**Q:** I have sorted these nine crystals by the size of their error against measurement. CdTe comes fourth, with a lattice constant only 0.25% too large, well ahead of aluminium. May I conclude that PBEsol describes CdTe better than aluminium?

ABINIT 10.8.3, DFT with the PBEsol functional, for nine cubic crystals, without spin polarisation, spin–orbit coupling or dispersion correction; Fermi–Dirac smearing 0.05 eV. Computed lattice constants are for the conventional cubic cell, at the minimum of a curve fitted to the energies at seven volumes. The range covers the measured values found.

| formula | space group | volume of the given cell (Å³/atom) | potentials or basis | wave cutoff (eV) | k-mesh | computed lattice constant (Å) | measured lattice constant (Å) | range of the values found (Å) | computed over measured, less one (%) |
| --- | --- | --- | --- | --- | --- | --- | --- | --- | --- |
| Al | Fm-3m | 16.60 | PseudoDojo NC SR PBEsol v0.4 stringent | 544 | 11x11x11 | 4.015 | 4.0485 | 4.047 to 4.04958 | -0.83 |
| TaN | Fm-3m | 10.81 | JTH PAW PBE v2.0 | 680 | 10x10x10 | 4.377 | 4.33 | 4.32 to 4.42 | 1.09 |
| SiC | F-43m | 10.35 | PseudoDojo NC SR PBEsol v0.4 stringent | 1116 | 10x10x10 | 4.358 | 4.3589 | one value | -0.03 |
| ZnS | F-43m | 19.73 | JTH PAW PBE v2.0 | 408 | 9x9x9 | 5.358 | 5.407 | 5.407 to 5.409 | -0.92 |
| Si | Fd-3m | 20.16 | JTH PAW PBE v2.0 | 272 | 8x8x8 | 5.434 | 5.4307 | 3.842 to 5.43123 | 0.07 |
| GaP | F-43m | 20.24 | JTH PAW PBE v2.0 | 408 | 8x8x8 | 5.443 | 5.4505 | one value | -0.14 |
| SnTe | Fm-3m | 31.28 | JTH PAW PBE v2.0 sp | 408 | 7x7x7 | 6.283 | 6.321 | 6.3129 to 6.327 | -0.61 |
| CdTe | F-43m | 32.92 | JTH PAW PBE v2.0 | 327 | 7x7x7 | 6.498 | 6.482 | 6.482 to 6.486 | 0.25 |
| Sn | Fd-3m | 33.80 | JTH PAW PBE v2.0 sp | 408 | 7x7x7 | 6.552 | 6.489 | one value | 0.97 |

**A:** Not from the error column. It compares a calculation with an experiment, and two faults in the calculation can offset each other there. First ask whether the calculation agrees with itself. Each crystal was computed at seven volumes, from 6% below to 6% above the volume of the given cell, and each point yielded both an energy and a pressure. The crystal is at rest where the energy is lowest, and also where the pressure vanishes. In an exact calculation these are the same place.

**Q:** And are they?

**A:** In eight crystals, yes: the two lattice constants agree within 0.1%. A warning with the runs does call the cutoff too short for the stress, from which the pressure comes, in TaN, ZnS, SnTe, CdTe and tin, so in the four besides CdTe the agreement is a good sign and not a proof. In CdTe the energies give 6.498 Å, while the pressure vanishes at 6.358 Å, which is 1.9% below the measured value. The same run therefore offers a good answer and a bad one. Had you relaxed these crystals by following the pressure to zero, with the waves chosen afresh for each cell, eight results would hardly have changed and CdTe would have looked like the worst failure of all.

**Q:** How can a pressure disagree with the energy it comes from?

**A:** The two are taken under different conditions. The electrons are described by plane waves up to a cutoff, the highest kinetic energy allowed. The energies at the seven volumes all use the same cutoff, so a larger cell receives more waves. The pressure asks how the energy changes when the crystal is stretched with its present set of waves. Those waves are stretched too, their kinetic energies fall, and the description becomes coarser.

With too few waves, a coarser description means a higher energy. Stretching then seems to cost more than it should, so the crystal appears to pull inwards, and the pressure vanishes at too small a volume. With a complete set of waves, coarsening would cost nothing and the two routes would meet. A distance between them thus betrays an energy that still depends on the cutoff, though the same fault shifts a stiff crystal less.

**Q:** Can you turn that into a number?

**A:** Yes, in three steps. Wavelengths grow as V^(1/3), where V is the volume per atom, so the cutoff of a fixed set of waves falls as V^(−2/3). Let G be the energy per atom still to be gained per unit of the natural logarithm of the cutoff. The computed pressure then lies below the one given by the slope of the energy curve by (2/3)·G/V. Turned round, G = (3/2)·V·Δp, where Δp is that pressure difference.

For CdTe I take the slope from the energies 2% below and 2% above the given volume, and the average pressure over the same interval. They differ by 3.1 GPa, or 0.0193 eV/Å³. With V = 32.92 Å³ this gives G = 1.5 × 32.92 × 0.0193 ≈ 0.95 eV. One percent more cutoff should therefore lower the energy by about 10 meV per atom.

**Q:** Is that a lot?

**A:** Compare it with the curve from which the lattice constant is read. From the smallest volume to the lowest point, the energy of CdTe falls by only 52 meV per atom. By this estimate, some 5 or 6% more cutoff would shift the energy by as much. In every other crystal, one percent more cutoff is worth less than half a meV.

The estimate has no adjustable constant, but it assumes that the whole pressure difference comes from the shortage of waves. It also holds only for small changes of cutoff, since the gain must die away as the set becomes complete. A run at a higher cutoff would be the real test.

**Q:** If the energy is so far from settled, why is the lattice constant from the energies so good?

**A:** Think of the limit in which the missing energy is the same at every volume. The whole curve would then sit too high, but its minimum would not move. A constant cutoff comes close to this, because it keeps the fineness of the description the same in every cell. That makes the energy route the better founded of the two.

The cancellation is not perfect, however. Waves come in whole numbers, so they enter in jumps as the cell grows. When each wave still matters to the energy, the jumps leave a ripple on the curve.

**Q:** Can the ripple be seen?

**A:** Look at the curvature. For three neighbouring points, add the outer energies and subtract twice the middle one. Bonds soften as a crystal is stretched, so this quantity should fall steadily with volume. In eight crystals it falls at every step, though a little unevenly in silicon and GaP. In CdTe it rises from 3.7 to 7.3 meV per atom, drops to 1.7 and rises again. No bond behaves like that over steps of 2% in volume. Nor does the electronic state change on the way: the band gap shrinks evenly across the scan, from 0.95 to 0.59 eV. Jumps in the set of waves are the expected cause, and the idea can be tested without a new run. Count the waves below the cutoff over the k-mesh at each volume. A relative surplus δN/N over the smooth trend should lower the energy by (2/3)·G·δN/N, and with the G found above this is expected to reproduce the zigzag.

**Q:** Does the ripple touch the lattice constant itself?

**A:** It does, though not enough by itself to put CdTe behind aluminium. Put a parabola through the last three points of CdTe and its minimum gives 6.498 Å. Move the parabola back by one point and it gives 6.482 Å, practically the measured value. With three points at a time, the choice shifts the result by nearly as much as the entire error that you were judging. The fit to all seven points, which gave the table's value, averages the ripple and should be steadier than that.

Tin is a fair control, since its minimum lies at nearly the same place in the scan. There the same change of points moves the lattice constant by only 0.04%. So the 0.25% of CdTe can't yet be credited to PBEsol: the ripple blurs it, and whether the large missing energy is really the same at every volume has not been tested.

**Q:** Why CdTe? Its cutoff of 327 eV isn't even the lowest in the table.

**A:** No, silicon has the lowest, 272 eV, and its two lattice constants agree within about 0.02%. What counts is the cutoff relative to the sharpest orbital that the waves must draw, after the potential has smoothed it near the nucleus. Silicon has only smooth 3s and 3p valence electrons. In CdTe the filled 4d shell of cadmium is treated as valence, and it is compact, so it needs short waves.

SnTe supports this reading: it also contains tellurium, but has no d shell in the valence and a cutoff of 408 eV, and its two routes agree. Because both the shell and the cutoff differ from CdTe, that comparison can't say how much each contributes. ZnS and GaP do carry a filled 3d shell, at 408 eV, and they show the same fault in miniature: their pressures vanish at lattice constants smaller than those from the energies by a little under 0.1%. TaN has the largest estimated gain outside CdTe, 0.447 meV per atom, even at 680 eV; being stiff, it shifts by only 0.04%. When you meet a new crystal, then, look for compact shells in the valence and a modest cutoff, and distrust the pressure first.

**Q:** Then tin, which passes every test, should be right. Yet it is 0.97% too large.

**A:** Passing means that the curve is smooth and that these tests find no serious shortage of waves, although tin's cutoff was among those flagged as short for the stress. It doesn't mean that the equations being solved are the right ones. The main suspects for tin's error lie in the model: the PBEsol functional, the neglect of spin–orbit coupling, and a potential that was made for PBE, keeps the 4d shell frozen and has overlapping atomic spheres. The k-mesh wasn't varied either, so it can't be ruled out. These runs don't separate the contributions. By the estimate above, more plane waves would hardly change the result, whereas for CdTe they are the first thing to try.

**Q:** And aluminium, which is 0.83% too small?

**A:** There the comparison itself is uneven. The calculation holds the nuclei still, while real nuclei vibrate, even at absolute zero, which widens the lattice in most crystals. For aluminium at room temperature I would expect roughly 0.03 Å, a recalled value that wasn't computed here, and the whole deficit is 0.034 Å. Most of the apparent failure is then probably motion that was left out, and little remains to charge to the functional. The same motion is missing from every row: adding it should shrink the deficits of ZnS and SnTe but enlarge the excess of CdTe and tin. The listed measurement for aluminium is also from a film, which may differ slightly from the bulk crystal.

**Q:** So in what order should I read such a table?

**A:** First see whether energy and pressure name the same lattice constant, then whether the curvature falls from step to step. If either fails, as both do for CdTe, check that the electronic state stays the same and raise the cutoff before you interpret the error, however small it is. If both hold, allow for the motion of the nuclei and for the spread of the measurements. For TaN that spread runs from 4.32 to 4.42 Å and contains the computed value, although the listed error of 1.09% is the largest here. Its run also gave a warning that suggests too few bands, which should be cleared up first. Silicon's range is no such spread: its lower end, 3.842 Å, matches the edge of the primitive cell, not the cubic lattice constant. Only what survives these steps is a question for the functional, the potentials and any setting not yet tested, such as the k-mesh. Tin's excess is a good candidate, though only one measured value was found for it.
